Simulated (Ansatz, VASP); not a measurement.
**IrO2: VASP beside Ansatz**

```xyz
6
Lattice="4.5051 0.0000 0.0000 0.0000 4.5051 0.0000 0.0000 0.0000 3.1586" Properties=species:S:1:pos:R:3 pbc="T T T"
Ir    0.0000    0.0000    0.0000
Ir    2.2525    2.2525    1.5793
O     1.3862    1.3862    0.0000
O     0.8663    3.6388    1.5793
O     3.1189    3.1189    0.0000
O     3.6388    0.8663    1.5793
```

Alike in both runs: task single point; functional PBEsol; k mesh 5 × 5 × 7; no spin polarisation.

```csv
,VASP,Ansatz
version,VASP 6.6.1,Ansatz 0.2.0
potentials or method,"VASP PAW PBE potentials, release 64 (Ir, O)","plane waves, PAW"
plane-wave cutoff (eV),520,470
occupations,"methfessel-paxton of order 1, width 0.15 eV","cold, width 0.15 eV"
valence electrons in the cell,42,58
```

|  | VASP | Ansatz | Ansatz less VASP |
| --- | --- | --- | --- |
| gap on the k mesh at the Fermi level (eV) | none | none | - |
| pressure (GPa) | -1.8 | -4.5 | -2.69 |
| largest component of the traceless stress (GPa) | 0.18 | 0.43 | +0.256 |
| rms of the force components (eV/Å) | 0.068 | 0.071 | +0.0031 |

Atom by atom the forces differ by 0.003 eV/Å (rms over components). A gap of «none» marks a metal or a gap that the smearing closes. The two sets of potentials don't hold the same shells in valence.

Caveats: the PAW data sets were made with another functional, which shifts forces and pressure a little (VASP). The runs have no spin-orbit coupling, so splittings on Ir are missing.
